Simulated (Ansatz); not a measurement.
## SrVO3: strain energy, fitted

SrVO3, Pm-3m, a = 3.859 Å. The structure is a COD entry; whether it is the stable form wasn't checked. Ansatz: PBE, PAW, 420 eV, Γ-centred 10×10×10 mesh on 5 atoms, Gaussian smearing 0.10 eV; collinear spin, largest moment 0.3 μB. Series: shear of c along a, cell held, atoms fixed by symmetry; x is the strain in per cent (engineering shear). y is the free energy over the unstrained cell, V0 = 11.492 Å³/atom. Symmetry makes y even in x.

| x (%) | y (meV/atom) |
| --- | --- |
| 0.0 | 0.00 |
| 2.0 | 1.67 |
| 4.0 | 6.64 |
| 6.0 | 14.94 |
| 8.0 | 26.61 |
| 12.0 | ? |

**Question.** Fit y = c2 x² + c4 x⁴ to the other rows, turn c2 into a modulus, and predict the missing energy.

**Answer.** Least squares on the rows shown. y = 0.41441 x² + 2.1082×10⁻⁵ x⁴. In eV per unit strain² c2 is 4.144; this is the shear stiffness (E = ½ C V0 γ²): 2 × 4.144 × 160.2 / (11.492) = 116 GPa. At x = 12.0 the fit asked for gives 60.11 meV/atom. The run gave 60.24 meV/atom, so the fit is 0.13 meV/atom too low, a small miss on the scale of the series. The form still works here, 50 % of the fitted range beyond its end.

Moments started parallel, and an antiferromagnetic order may lie lower.

Symmetry holds off the tilts and polar distortions that many cubic perovskites undergo.